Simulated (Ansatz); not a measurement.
## Ti in Ansatz: the effect of functional

Ti:

```xyz
3
Lattice="4.4741 0.0000 0.0000 -2.2371 3.8747 0.0000 0.0000 0.0000 2.7685" Properties=species:S:1:pos:R:3 pbc="T T T"
Ti    2.2371    1.2916    1.3843
Ti    0.0000    2.5831    1.3843
Ti    0.0000    0.0000    0.0000
```

This isn't the form of Ti at room conditions, which is hcp.

The cell isn't the ideal one: volume scaled by 0.94.

Alike in all runs:

- Program: Ansatz 0.2.0
- Task: single point
- Potentials or basis: Ansatz PAW
- k mesh: 7 × 7 × 9
- Occupations: fermi-dirac, width 0.05 eV
- Spin: no spin polarisation

| functional | cutoff | pressure (GPa) |
| --- | --- | --- |
| LDA | 420 eV (not typed: the program's choice for these potentials) | ? |
| PBEsol | 420 eV (not typed: the program's choice for these potentials) | 3.7 |
| r2SCAN | 500 eV (not typed: the program's choice for these potentials) | 8.1 |

Problem. What does the run with functional LDA give?

Solution. Pressure -1.2 GPa.

Caveats: the PAW data sets come from PBE, with cores solved anew for the run's functional, which leaves a small shift of forces and pressure.
